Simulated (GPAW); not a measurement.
PbS (Galena) in GPAW: convergence with k mesh

Crystal: PbS (Galena).

```
CELL_PARAMETERS angstrom
0.00000 2.96575 2.96575
2.96575 0.00000 2.96575
2.96575 2.96575 0.00000
ATOMIC_POSITIONS crystal
Pb 0.00000 0.00000 0.00000
S 0.50000 0.50000 0.50000
```

| Quantity | Value |
| --- | --- |
| Program | GPAW 26.7.0 |
| Task | G0W0 quasiparticle levels |
| Functional | PBE |
| Potentials or basis | GPAW PAW data sets (gpaw-data 1.2.1) |
| Cutoff | 400 eV |
| Basis | pw |
| k mesh | 2 × 2 × 2 |
| Occupations | fermi-dirac, width 0.001 eV |
| Spin | no spin polarisation |
| Frequency | ppa |
| Extrapolate | no |
| Qp bands | 1 |
| Response ecut | 80 eV |
| Integrate gamma | sphere |
| Maxiter | 150 |
| Vertex | none |
| All k | no |
| Response bands | 84 |

These are the settings of the first run; the series varies k mesh, with any setting tied to it.

Hardware: 1 thread of Arm Neoverse V1, with other jobs on the host.

Task: The values tried are 2 × 2 × 2, 3 × 3 × 3, 4 × 4 × 4, 5 × 5 × 5, 6 × 6 × 6, 7 × 7 × 7, loosest first. From which on does the energy stay within 1 meV/atom of the tightest run that finished?

Result: From 6 × 6 × 6 on.

```tsv
k mesh	energy less the tightest run, at zero smearing (meV/atom)	SCF cycles	CPU time (s)	peak memory (GiB)
2 × 2 × 2	696.41	11	10	0.26
3 × 3 × 3	-59.09	11	16	0.29
4 × 4 × 4	7.70	11	37	0.36
5 × 5 × 5	-6.13	11	76	0.45
6 × 6 × 6	0.62	11	160	0.58
7 × 7 × 7	0.00	11	330	0.77
```

Meshes of other sizes hit other points, so gaps and Fermi surfaces needn't settle smoothly. The tightest run that finished is the yardstick and may itself not be fully converged.

Caveat, for the tightest run too: this odd mesh misses L, where the gap lies, so gap, dielectric constants and Born charges aren't listed; the long-wavelength limit can be off by a per cent or two. Spin-orbit coupling is left out, which matters for the levels of Pb.
